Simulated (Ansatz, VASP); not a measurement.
# One calculation of Pb, two programs

```xyz
2
Lattice="3.5030 0.0000 0.0000 -1.7515 3.0337 0.0000 0.0000 0.0000 5.6270" Properties=species:S:1:pos:R:3 pbc="T T T"
Pb    0.0000    2.0225    1.4068
Pb    1.7515    1.0112    4.2203
```

Change from the starting cell: volume scaled by 1.02.

Alike in both runs: task single point; functional PBE; k mesh 12 × 12 × 7; occupations fermi-dirac, width 0.05 eV; no spin polarisation.

|  | VASP | Ansatz |
| --- | --- | --- |
| version | VASP 6.6.1 | Ansatz 0.2.0 |
| potentials or method | VASP PAW PBE potentials, release 64 (Pb_d), cutoff 520 eV | all-electron LAPW, scalar-relativistic |

Ansatz gave:

```
pressure (GPa)                                  : 2.9
largest component of the traceless stress (GPa) : 0.30
```

Problem. Estimate VASP's values.

Solution. Pressure (GPa): 2.8; largest component of the traceless stress (GPa): 0.32.

Ansatz ran all-electron here, so the differences hold the error of VASP's frozen core and of both bases.

Spin-orbit coupling is left out, which matters for the levels of Pb.
